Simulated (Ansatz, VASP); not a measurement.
Two plane-wave programs on Au

INCAR

```
PREC = Accurate ; ENCUT = 520
EDIFF = 1E-6 ; ISMEAR = -1
SIGMA = 0.1 ; LREAL = False
LASPH = True ; NELM = 60
ALGO = Normal ; ISIF = 2
LWAVE = False ; LCHARG = True
GGA = RP ; LELF = True
LVHAR = True ; NBANDS = 12
```

KPOINTS

```
Automatic mesh
0
Gamma
  13 13 13
```

File POSCAR:

```
Au
1.0
    2.7028976190      0.0000000000      0.0000000000
    0.0000000000      2.7028976190      0.0000000000
    0.0000000000      0.0000000000      2.7028976190
Au
1
Direct
    0.0000000000      0.0000000000      0.0000000000
```

Input for Ansatz:

```yaml
crystal:
  lattice:
    - [2.702897619, 0.0, 0.0]
    - [0.0, 2.702897619, 0.0]
    - [0.0, 0.0, 2.702897619]
  atoms:
    - { symbol: Au, position: [0.0, 0.0, 0.0] }
hamiltonian:
  xc: rpbe
  pseudopotentials:
    kind: paw
    azcp:
      Au: "pseudopotentials/Au.paw.azcp"
basis:
  ecutwfc: 420
  fft_grid_basis: typed
kpoints:
  mp_grid: { grid: [13, 13, 13], shift: [0, 0, 0] }
magnetization:
  spin_polarized: false
scf:
  occupations: { method: fermi_dirac, width: 0.1 }
  lower_state_search: "off"
output:
  stress: true
```

Alike in both runs: task single point; functional RPBE; k mesh 13 × 13 × 13; occupations fermi-dirac, width 0.1 eV; no spin polarisation.

```csv
,VASP,Ansatz
version,VASP 6.6.1,Ansatz 0.2.0
potentials or method,"VASP PAW PBE potentials, release 64 (Au)","plane waves (420 eV) with PAW, scalar-relativistic"
plane-wave cutoff (eV),520,420
valence electrons in the cell,11,19
```

```csv
,VASP,Ansatz,Ansatz less VASP
pressure (GPa),9.3,9.6,+0.23
```

The two sets of potentials don't hold the same shells in valence.

Caveats: the PAW data sets were made with another functional, which shifts forces and pressure a little (VASP). The runs have no spin-orbit coupling, so splittings on Au are missing.
